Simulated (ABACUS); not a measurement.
Wanted: the native input for an ABACUS 3.10.1 run.

```yaml
Task: single point
Functional: PBE
Potentials_or_basis: PseudoDojo NC SR 0.4.1 PBE standard
Cutoff: 1143 eV
Density_cutoff: 4572 eV
Basis: plane waves
k_mesh: 6 × 6 × 5
Occupations: fermi-dirac, width 0.05 eV
Spin: no spin polarisation
Radial_cutoff_of_the_potentials_pseudo_rcut: 7 bohr
SCF_threshold_on_the_density: 1e-08
Max_SCF_steps: 100
Eigensolver: dav
Mixing: broyden
Mixing_share: 0.7
Symmetry_key: 1
Bands: 29
```

The system is SiO2.

```
CELL_PARAMETERS angstrom
5.06052 0.00000 0.00000
-2.53026 4.38254 0.00000
0.00000 0.00000 5.54135
ATOMIC_POSITIONS crystal
Si 0.50288 0.99675 0.99721
Si 0.50824 0.50280 0.66394
Si 0.00324 0.50177 0.33642
O 0.20755 0.77955 0.17453
O 0.20682 0.41507 0.50556
O 0.41730 0.21100 0.82770
O 0.80260 0.21799 0.15824
O 0.77796 0.59101 0.49798
O 0.58761 0.79657 0.82894
```

The cell comes from a database or a generator and needn't be the stable form of this composition.

The cell isn't the ideal one: atoms moved at random, drawn with an rms of 0.05 Å.

One way to write it, as run:

INPUT

```
INPUT_PARAMETERS
suffix              SiO2
calculation         scf
basis_type          pw
pseudo_dir          ./
symmetry            1
dft_functional      pbe
ecutwfc             84
pseudo_rcut         7
nspin               1
nbands              29
ks_solver           dav
smearing_method     fd
smearing_sigma      0.00367493
scf_thr             1e-08
scf_nmax            100
mixing_type         broyden
mixing_beta         0.7
cal_force           1
cal_stress          1
out_chg             1
out_pot             2
out_elf             1
```

STRU

```
ATOMIC_SPECIES
Si 28.0850 Si.upf
O 15.9990 O.upf

LATTICE_CONSTANT
1.8897261246

LATTICE_VECTORS
5.0605222284 0.0000000000 0.0000000000
-2.5302611142 4.3825408062 0.0000000000
0.0000000000 0.0000000000 5.5413533100

ATOMIC_POSITIONS
Direct

Si
0.0
3
0.5028780000 -0.0032540000 -0.0027860000 1 1 1
0.5082360000 0.5028030000 0.6639440000 1 1 1
0.0032410000 0.5017660000 0.3364180000 1 1 1

O
0.0
6
0.2075460000 0.7795540000 0.1745310000 1 1 1
0.2068240000 0.4150730000 0.5055590000 1 1 1
0.4173000000 0.2110010000 0.8277000000 1 1 1
0.8026010000 0.2179900000 0.1582390000 1 1 1
0.7779570000 0.5910150000 0.4979760000 1 1 1
0.5876150000 0.7965730000 0.8289420000 1 1 1
```

KPT

```
K_POINTS
0
Gamma
6 6 5 0 0 0
```

Potentials or basis: PseudoDojo NC SR 0.4.1 PBE standard, plane waves.

Launch:

```sh
$ OMP_NUM_THREADS=1 mpirun -np 4 abacus > log
```

It gave:

| Property | Result |
| --- | --- |
| Pressure | 5.4 GPa |
| Largest force | 5.522 eV/Å |
| Band gap on the k mesh | 5.68 eV, indirect (least direct gap 5.88 eV) |

Caveat: there are fewer bands than atomic start orbitals, so a level may be missed at k points of high symmetry; an odd mesh through Γ misses points on the zone boundary, where band edges often lie.

It took 2.2 min on 4 MPI ranks on AMD EPYC 9R45 96-Core Processor (Zen 5) (shared host), peak memory 0.88 GiB a rank.
